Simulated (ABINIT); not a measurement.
Wanted: the native input for an ABINIT 10.8.3 (patched build) run.

| Quantity | Value |
| --- | --- |
| Task | band structure |
| Functional | WC |
| Potentials or basis | JTH PAW PBE v2.0 |
| Cutoff | 544 eV |
| k mesh | 10 × 10 × 10 |
| Occupations | fermi-dirac, width 0.05 eV |
| Spin | spin-orbit coupling, no magnetisation |
| Fine-grid cutoff | 1088.46 eV |
| Exchange and correlation inside the PAW spheres | full angular mesh (pawxcdev 0, this build's default; the released program takes 1) |

HfC:

```
Hf C
1.0
     0.00000    2.32500    2.32500
     2.32500    0.00000    2.32500
     2.32500    2.32500    0.00000
Hf C
1 1
Direct
  0.50000 0.50000 0.50000
  0.00000 0.00000 0.00000
```

One way to write it, as run:

run.abi

```
# Datasets: ground state, then fixed potential
ndtset 2

# Pseudopotentials
pp_dirpath "./"
pseudos "Hf.GGA_PBE-JTH.xml, C.GGA_PBE-JTH.xml"

# Structure
acell 6.2135074315 6.2135074315 6.2135074315
rprim
     0.0000000000     0.7071067812     0.7071067812
     0.7071067812     0.0000000000     0.7071067812
     0.7071067812     0.7071067812     0.0000000000
ntypat 2
znucl 72 6
natom 2
typat 1 2
xred
     0.5000000000     0.5000000000     0.5000000000
     0.0000000000     0.0000000000     0.0000000000

# Plane-wave basis
ecut 544.227725 eV
pawecutdg 40.0

# Exchange and correlation
ixc 23

# Bands and occupations
occopt 3
tsmear 0.05 eV

# Spin
nspinor 2
nspden 1
pawspnorb 1

# SCF cycle
nstep 100

# Output
iomode 3
prtwf 0
prteig 0
prtebands 0
prtden1 1

# Dataset 1
kptopt1 4
ngkpt1 10 10 10
nshiftk1 1
shiftk1 0.0 0.0 0.0
nband1 24
tolvrs1 1.0e-9

# Dataset 2: bands along G-X-W-K-G-L-U-W-L-K
iscf2 -2
getden2 1
nband2 32
nbdbuf2 2
tolwfr2 1.0e-12
kptopt2 -9
ndivsm2 5
prteig2 1
prtvol2 -3
kptbounds2
     0.0000000000     0.0000000000     0.0000000000
     0.5000000000     0.0000000000     0.5000000000
     0.5000000000     0.2500000000     0.7500000000
     0.3750000000     0.3750000000     0.7500000000
     0.0000000000     0.0000000000     0.0000000000
     0.5000000000     0.5000000000     0.5000000000
     0.6250000000     0.2500000000     0.6250000000
     0.5000000000     0.2500000000     0.7500000000
     0.5000000000     0.5000000000     0.5000000000
     0.3750000000     0.3750000000     0.7500000000
```

Potentials or basis: JTH PAW PBE v2.0.

The run is started by

```sh
$ abinit run.abi > log 2>&1
```

Results of the run:

```json
{"Pressure": "-6.0 GPa", "Band gap on the k mesh": "none (metal or under the smearing width)", "Valence electrons inside the program's atomic spheres": "Hf 9.61; C 2.42"}
```

Caveat: the PAW data sets were made with another functional, which shifts forces and pressure a little.

It took 2.8 min on 1 thread of Arm Neoverse V1, on a shared host, peak memory 0.15 GiB.
